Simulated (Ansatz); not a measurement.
## AlAs (F-43m): zone-centre modes under pressure

Aim: how do the optical modes of AlAs (F-43m) move with volume?

Method: DFT LDA, scalar-relativistic, plane waves, PAW; PAW set soft_1, in Ansatz 0.2.0.

## Step 1: The starting structure

The structure is cubic, space group F-43m (No. 216). Conventional cell: a = 5.661 Å, b = 5.661 Å, c = 5.661 Å, α = 90.00°, β = 90.00°, γ = 90.00°. Nearest to Al lie 4 As at 2.45 Å. Nearest to As lie 4 Al at 2.45 Å. Farther neighbours are not listed.

## Step 2: Relaxation

The cell and atoms are relaxed, since residual forces and stress would shift the frequencies.

input.yaml

```yaml
crystal:
  lattice:
    - [0.0, 2.8304, 2.8304]
    - [2.8304, 0.0, 2.8304]
    - [2.8304, 2.8304, 0.0]
  atoms:
    - { symbol: Al, position: [0.0, 0.0, 0.0] }
    - { symbol: As, position: [0.75, 0.75, 0.75] }
kpoints:
  mp_grid: { grid: [8, 8, 8] }
hamiltonian:
  xc: lda
  pseudopotentials: { kind: paw, azcp: { folder: soft_1 }, xc_functional: pbe }
scf:
  occupations: { method: gaussian, width: 0.02 }
output:
  forces: true
  stress: true
  eigenvalues: true
relax:
  adjacent_minimum: "off"
  f_tol: 0.005
  max_steps: 80
  cell: { stress_tol: 0.05 }
```

Command:

```console
ansatz run input.yaml --threads 4 --pin off --max-ram 10240MiB --backend cpu --events-out ev --progress --plain --runs-dir out
```

Numbers of over 12 decimals in the logs are rounded to 6 here.

Log:

```text
Engine: ansatz 0.2.0, x86_64-unknown-linux-gnu
Pseudopotentials: kind: paw
Pseudopotential: Al, paw, valence charge 3, recommended cutoff 420 eV (normal), soft_1/Al.paw.azcp
Pseudopotential: As, paw, valence charge 15, recommended cutoff 420 eV (normal), soft_1/As.paw.azcp
Functional definition: SPW92
  exchange = slater_x
  correlation = pw_c
Crystal: 2 atoms, lattice volume = 45.350 Å³
Basis set: ecut = 420 eV, 893 PW (Γ)
Bands: 13, of which v1, the nominal top of the filled ones, is band 9 counted from 1 (8 counted from 0)
Symmetry: 24 space group operations
Space group: F-43m (ITA 216), of the structure as read, at distance tolerance 3.6e-5 Å
k-points: 29 of 512 (time reversal used)
Non-local potential: Al, projectors of the file, l = 0: 2, l = 1: 2, l = 2: 1
Non-local potential: As, projectors of the file, l = 0: 2, l = 1: 2, l = 2: 3, l = 3: 1
PAW form: soft (Blöchl's): semilocal exchange-correlation on the pseudo side does not see the compensation charge
PAW frozen core: Al, regenerated for the run's functional, and the local potential with it (the file was generated under x = pbe(κ = 0.804, μ = 0.219515), c = pbe(β = 0.066725))
PAW frozen core: As, regenerated for the run's functional, and the local potential with it (the file was generated under x = pbe(κ = 0.804, μ = 0.219515), c = pbe(β = 0.066725))
PAW one-centre angular grid: Al, 110 points (default); XC on 64 Gauss nodes
PAW one-centre angular grid: As, 590 points (default); XC on 64 Gauss nodes
Initial density: superposition of atomic densities (chi_scale 0.1, normalization cell, long waves kept (reshape's long-wave potential 0.00 eV rms))
Initial wavefunctions: pseudopotential atomic-orbital guess
Functional: x = slater, c = lda
SCF iter   1: F=—  HF=-5287.747978 eV  |F-HF|=—  |Δ(HF+E_count)|=         —  Δρ=3.72e-2  dr2=7.57e-1  ethr=3.10e-3  ⟨swp⟩=5.8  Hψ=2323  notcnv=0
preconditioner: auto → none  [insulator: Δε(μ)=1.907 eV  Ē_g=10.126 eV  σ=0.020 eV  W_gap=1.00  n_scr=14 (ndim 8)  ℏωp=15.6 eV  f_vac=0.000  D(μ)=0.00/eV (n_scr^D=0)  ε∞_Penn≈3.4]
SCF iter   2: F=—  HF=-5287.519507 eV  |F-HF|=—  |Δ(HF+E_count)|=   2.28e-1  Δρ=1.57e-2  dr2=8.33e-2  ethr=3.10e-3  ⟨swp⟩=2.1  Hψ=759  notcnv=0
SCF iter   3: F=—  HF=-5287.494717 eV  |F-HF|=—  |Δ(HF+E_count)|=   2.48e-2  Δρ=4.28e-3  dr2=8.68e-3  ethr=4.63e-4  ⟨swp⟩=2.7  Hψ=737  notcnv=0
SCF iter   4: F=—  HF=-5287.491156 eV  |F-HF|=—  |Δ(HF+E_count)|=   3.56e-3  Δρ=8.94e-4  dr2=2.05e-4  ethr=4.82e-5  ⟨swp⟩=2.1  Hψ=749  notcnv=0
SCF iter   5: F=—  HF=-5287.491112 eV  |F-HF|=—  |Δ(HF+E_count)|=   4.38e-5  Δρ=1.74e-4  dr2=5.22e-6  ethr=1.14e-6  ⟨swp⟩=2.5  Hψ=525  notcnv=0
SCF iter   6: F=—  HF=-5287.491113 eV  |F-HF|=—  |Δ(HF+E_count)|=   1.20e-6  Δρ=2.08e-5  dr2=7.00e-8  ethr=5.56e-10  ⟨swp⟩=3.4  Hψ=1515  notcnv=0
SCF iter   7: F=-5287.491113 eV  HF=-5287.491113 eV  |F-HF|=5.05e-10  |Δ(HF+E_count)|=   2.15e-8  Δρ=9.30e-7  dr2=2.90e-10  ethr=3.89e-10  ⟨swp⟩=5.0  Hψ=1726  notcnv=0
SCF 1 converged in 7 iterations: F = -5287.491113 eV  dr2 = 2.90e-10
  greatest PAW one-centre occupation: 0.999 electrons in one spin orbital (limit 2), on the As atom at site 1 (counted from 0), in its partial waves of l = 2
relax step   1: F+E_penalty+E_count = -5287.49111308 eV  Δ(F+E_penalty+E_count) = +0.000e0 eV  max|allowed force component| = 8.558e-17 eV/Å  Δτ_max = 0.0000 Å  P = -1.235 GPa  Ω = 45.350 Å³  (7 SCF iters, dr2 threshold 1.00e-7 eV, accepted)
Crystal: 2 atoms, lattice volume = 44.688 Å³
Initial density: handed on by an earlier stage of this run
Initial wavefunctions: those handed on with the density
iter 1 solved again at ethr=2.16e-6 eV; its pass at ethr=3.10e-3 eV (dr2=3.89e-4 eV) is discarded
SCF iter   1: F=—  HF=-5287.494263 eV  |F-HF|=—  |Δ(HF+E_count)|=         —  Δρ=7.22e-4  dr2=3.60e-4  ethr=2.16e-6  ⟨swp⟩=2.0  Hψ=2613  notcnv=0
preconditioner: auto → none  [insulator: Δε(μ)=1.339 eV  Ē_g=9.945 eV  σ=0.020 eV  W_gap=1.00  n_scr=14 (ndim 8)  ℏωp=15.7 eV  f_vac=0.001  D(μ)=0.00/eV (n_scr^D=0)  ε∞_Penn≈3.5]
SCF iter   2: F=—  HF=-5287.494134 eV  |F-HF|=—  |Δ(HF+E_count)|=   1.29e-4  Δρ=2.80e-4  dr2=3.77e-5  ethr=2.00e-6  ⟨swp⟩=2.2  Hψ=466  notcnv=0
SCF iter   3: F=—  HF=-5287.494120 eV  |F-HF|=—  |Δ(HF+E_count)|=   1.47e-5  Δρ=6.77e-5  dr2=3.29e-6  ethr=2.10e-7  ⟨swp⟩=2.4  Hψ=633  notcnv=0
SCF iter   4: F=-5287.494118 eV  HF=-5287.494118 eV  |F-HF|=3.56e-8  |Δ(HF+E_count)|=   1.78e-6  Δρ=2.07e-5  dr2=1.17e-7  ethr=1.11e-9  ⟨swp⟩=3.3  Hψ=1631  notcnv=0
SCF 2 converged in 4 iterations: F = -5287.494118 eV  dr2 = 1.17e-7
relax step   2: F+E_penalty+E_count = -5287.49411789 eV  Δ(F+E_penalty+E_count) = -3.005e-3 eV  max|allowed force component| = 2.631e-17 eV/Å  Δτ_max = 0.0000 Å  P = -0.166 GPa  Ω = 44.688 Å³  energy of the carried Pulay correction = +8.259e-5 eV  (4 SCF iters, dr2 threshold 2.00e-7 eV, accepted)
Crystal: 2 atoms, lattice volume = 44.587 Å³
iter 1 solved again at ethr=5.23e-8 eV; its pass at ethr=3.10e-3 eV (dr2=9.42e-6 eV) is discarded
SCF iter   1: F=—  HF=-5287.494185 eV  |F-HF|=—  |Δ(HF+E_count)|=         —  Δρ=1.16e-4  dr2=8.81e-6  ethr=5.23e-8  ⟨swp⟩=2.1  Hψ=2532  notcnv=0
preconditioner: auto → none  [insulator: Δε(μ)=1.325 eV  Ē_g=9.953 eV  σ=0.020 eV  W_gap=1.00  n_scr=14 (ndim 8)  ℏωp=15.7 eV  f_vac=0.001  D(μ)=0.00/eV (n_scr^D=0)  ε∞_Penn≈3.5]
SCF iter   2: F=—  HF=-5287.494182 eV  |F-HF|=—  |Δ(HF+E_count)|=   3.00e-6  Δρ=4.91e-5  dr2=1.06e-6  ethr=4.90e-8  ⟨swp⟩=2.5  Hψ=478  notcnv=0
SCF iter   3: F=—  HF=-5287.494182 eV  |F-HF|=—  |Δ(HF+E_count)|=   3.78e-7  Δρ=1.20e-5  dr2=1.03e-7  ethr=5.90e-9  ⟨swp⟩=2.3  Hψ=625  notcnv=0
SCF iter   4: F=-5287.494182 eV  HF=-5287.494182 eV  |F-HF|=5.56e-10  |Δ(HF+E_count)|=   5.57e-8  Δρ=3.53e-6  dr2=3.12e-9  ethr=3.82e-10  ⟨swp⟩=4.0  Hψ=1192  notcnv=0
SCF 3 converged in 4 iterations: F = -5287.494182 eV  dr2 = 3.12e-9
relax step   3: F+E_penalty+E_count = -5287.49418157 eV  Δ(F+E_penalty+E_count) = -6.368e-5 eV  max|allowed force component| = 3.321e-17 eV/Å  Δτ_max = 0.0000 Å  P = +0.005 GPa  Ω = 44.587 Å³  energy of the carried Pulay correction = +9.530e-5 eV  (4 SCF iters, dr2 threshold 6.88e-8 eV, accepted)
Initial wavefunctions: pseudopotential atomic-orbital guess (no wavefunctions were taken with the density)
iter 1 solved again at ethr=1.41e-7 eV; its pass at ethr=3.10e-3 eV (dr2=2.54e-5 eV) is discarded
SCF iter   1: F=—  HF=-5287.494093 eV  |F-HF|=—  |Δ(HF+E_count)|=         —  Δρ=1.09e-5  dr2=1.49e-8  ethr=1.41e-7  ⟨swp⟩=2.9  Hψ=3340  notcnv=0
preconditioner: auto → none  [insulator: Δε(μ)=1.324 eV  Ē_g=9.952 eV  σ=0.020 eV  W_gap=1.00  n_scr=14 (ndim 8)  ℏωp=15.7 eV  f_vac=0.001  D(μ)=0.00/eV (n_scr^D=0)  ε∞_Penn≈3.5]
SCF iter   2: F=—  HF=-5287.494093 eV  |F-HF|=—  |Δ(HF+E_count)|=   2.39e-7  Δρ=5.80e-6  dr2=5.09e-9  ethr=8.30e-11  ⟨swp⟩=2.2  Hψ=633  notcnv=0
SCF iter   3: F=—  HF=-5287.494093 eV  |F-HF|=—  |Δ(HF+E_count)|=   1.42e-9  Δρ=1.49e-6  dr2=5.75e-10  ethr=2.83e-11  ⟨swp⟩=2.0  Hψ=492  notcnv=0
SCF iter   4: F=-5287.494093 eV  HF=-5287.494093 eV  |F-HF|=1.64e-11  |Δ(HF+E_count)|=  1.00e-10  Δρ=3.95e-7  dr2=1.44e-11  ethr=1.00e-12  ⟨swp⟩=4.2  Hψ=1775  notcnv=0
SCF 4 converged in 4 iterations: F = -5287.494093 eV  dr2 = 1.44e-11
relax step   4: F+E_penalty+E_count = -5287.49409272 eV  Δ(F+E_penalty+E_count) = +8.886e-5 eV  max|allowed force component| = 2.862e-17 eV/Å  Δτ_max = 0.0000 Å  P = +0.002 GPa  Ω = 44.587 Å³  stress off target by 1.91e-3 GPa  SCF on the basis re-selected at this cell (its energy is not comparable with the rows above)  (4 SCF iters)
basis re-selected at this cell: Δ(F+E_penalty+E_count) = +8.886e-5 eV, ΔP = -0.003 GPa vs the last step (what re-selecting the basis moved, of the pressure what is left beyond the Pulay correction that the steps carried, after the strain that the cell walked since its last selection, with what the two solves' SCF thresholds leave and, on support functions, any second-order correction that the steps lacked; it is no m [...]
SCF converged after 4 iterations
Free energy (F): -5287.494093 eV
Harris-Foulkes:  -5287.494093 eV  (|F-HF|=1.64e-11)
Internal energy: -5287.494093 eV  (E = F + TS)
E sigma→0 (E₀):  -5287.494093 eV
Fermi energy:    6.707099 eV
--- Per-component energies (eV) ---
  E_band       = -274.265823
  E_kinetic    = 121.813556
  E_local      = -2373.729183  (includes V_loc(G=0)·N_el)
  E_nonlocal   = -378.880893
  E_hartree    = 1291.380283
  E_xc         = -107.992280
  E_vxc        = -103.983246  (∫ρ·V_xc dr)
  E_paw        = -2377.620210  (= ΣΔE_a)
  E_vpaw       = -122.246685  (= ΣTr[D̂ρ^β])
  E_aug_tail   = -0.000017  (compensation charges beyond the density's cutoff)
  E_ewald      = -1464.596294
  E_core_change = 2.130946  (= ΣΔE_core)
  E_smearing   = -0.000000  (= −TS)
  E_closure    = -0.000000  (closes the sum)
  Σ components = -5287.494093   (vs F -5287.494093, Δ=0.00e0)
--- Forces (eV/Å), atoms counted from 1 ---
  atom   1  Al    -0.00000000     0.00000000     0.00000000
  atom   2  As     0.00000000     0.00000000     0.00000000
  max |Σ_I F_I| component: 5.84e-17 eV/Å
--- Stress (GPa, compression-positive) ---
        0.001912       0.000000       0.000000
        0.000000       0.001912       0.000000
        0.000000       0.000000       0.001912
  P = ⅓ Tr σ = 0.0019 GPa (0.019 kbar)
--- Band table (eV; the first three rows and the last of 29) ---
  k-point 0: bands = [... 5 lower, -5.9580, 6.0452, 6.0452, 6.0452, 8.0291, 10.3419, 10.3419, 10.3419]
  k-point 1: bands = [... 5 lower, -5.8029, 4.5865, 5.8826, 5.8826, 8.7979, 10.6260, 10.6260, 10.7304]
  k-point 2: bands = [... 5 lower, -5.3724, 2.6026, 5.5623, 5.5623, 8.6131, 10.9623, 10.9623, 12.4703]
  k-point 28: bands = [... 5 lower, -3.9273, 0.9120, 2.7924, 3.1611, 10.3065, 11.7059, 11.7313, 12.0531]
--- Relaxed structure (3 steps of the walk, 3 accepted, 1 SCFs on fresh bases) ---
  F+E_penalty+E_count = -5287.49409272 eV   max|allowed force component| = 2.862e-17 eV/Å   (the final SCF, on the basis selected at the relaxed cell)
  cell:  # Å, volume = 44.5866 Å³
    - [0, 2.814437, 2.814437]
    - [2.814437, 0, 2.814437]
    - [2.814437, 2.814437, 0]
  atoms:
    - { symbol: Al, position: [0, 0, 0] }
    - { symbol: As, position: [0.750000, 0.750000, 0.750000] }
```

Run time: 2.3 s. Hardware: 4 threads of AMD EPYC 7B13 (Zen 3), shared host; peak memory 0.4 GiB.

Step by step:

```tsv
step	energy less that of the first step (eV)	largest force component (eV/Å)	pressure (GPa)	volume (Å³)
1	0.0000	0.0000	-1.23	45.35
2	-0.0030	0.0000	-0.17	44.69
3	-0.0031	0.0000	0.00	44.59
4*	-0.0030	0.0000	0.00	44.59
```

Relaxation steps marked * repeat the geometry before them on a plane-wave basis chosen anew for their cell, so energy and pressure can jump there.

Forces are held to the 24 operations that the run works with; a distortion that breaks them can't arise in this run.

```tsv
conventional cell, symmetrised	before	after	change
a (Å)	5.661	5.629	-0.6 %
b (Å)	5.661	5.629	-0.6 %
c (Å)	5.661	5.629	-0.6 %
volume (Å³/atom)	22.67	22.29	-1.7 %
```

Final coordinates:

```xyz
2
Lattice="0.0000 2.8144 2.8144 2.8144 0.0000 2.8144 2.8144 2.8144 0.0000" Properties=species:S:1:pos:R:3 pbc="T T T"
Al    0.0000    0.0000    0.0000
As    4.2217    4.2217    4.2217
```

Numbers from this step:

* pressure: 0.001912 GPa
* gap on the k-mesh: 1.324 eV
* volume per atom: 22.29 Å³

In this step the volume went from 22.67 to 22.29 Å³/atom.

## Step 3: Tight relaxation

A first tight relaxation and response on 8×8×8 k points, not shown, drew a warning on the mesh, so the tight relaxation is repeated on 12×12×12 points.

input.yaml, the sections that differ from step 2:

```yaml
crystal:
  lattice:
    - [0.0, 2.814436714, 2.814436714]
    - [2.814436714, 0.0, 2.814436714]
    - [2.814436714, 2.814436714, 0.0]
  atoms:
    - { symbol: Al, position: [0.0, 0.0, 0.0] }
    - { symbol: As, position: [0.75, 0.75, 0.75] }
kpoints:
  mp_grid: { grid: [12, 12, 12] }
scf:
  occupations: { method: fixed }
relax:
  adjacent_minimum: "off"
  f_tol: 0.001
  max_steps: 60
  cell: { stress_tol: 0.01 }
# hamiltonian, output: as in step 2
```

Log:

```text
[...]
Crystal: 2 atoms, lattice volume = 44.587 Å³
Basis set: ecut = 420 eV, 893 PW (Γ)
Bands: 13, of which v1, the nominal top of the filled ones, is band 9 counted from 1 (8 counted from 0)
Symmetry: 24 space group operations
[...]
k-points: 72 of 1728 (time reversal used)
[...]
k-point 71: bands = [... 5 lower, -3.9289, 0.9115, 2.7916, 3.1605, 10.3060, 11.7052, 11.7311, 12.0528]
--- Relaxed structure (1 steps of the walk, 1 accepted, 1 SCFs on fresh bases) ---
[...]
cell:  # Å, volume = 44.5866 Å³
    - [0.0, 2.814436714, 2.814436714]
    - [2.814436714, 0.0, 2.814436714]
    - [2.814436714, 2.814436714, 0.0]
  atoms:
    - { symbol: Al, position: [0.0, 0.0, 0.0] }
    - { symbol: As, position: [0.750000, 0.750000, 0.750000] }
[key lines of the parts left out:]
SCF converged after 5 iterations
Free energy (F): -5287.495888 eV
Fermi energy:    6.043989 eV
P = ⅓ Tr σ = 0.0041 GPa (0.041 kbar)
```

Elapsed: 2.4 s, on 4 threads; peak memory 0.43 GiB; 8.1 s of CPU time.

Little changed from the start: no atom moved by 0.005 Å and no cell edge by 0.1 %.

This step gave:

| Item | Value |
| --- | --- |
| pressure | 0.004054 GPa |
| gap on the k-mesh | 1.325 eV |

The forces vanish by symmetry and the pressure is 0.004 GPa, within the tolerances set. The cell now holds 22.29 Å³/atom.

(Part 1 of 3 ends here.)

[Logs are printed without paths, hosts, clocks, repeated set-up lines and the standing remarks that a program may print on its own settings, such as how far it seeks lower states.]

[Hosts, paths, dates, database ids (printed as entryN), source tags and the programs' standing remarks are cut or masked in the printed files.]
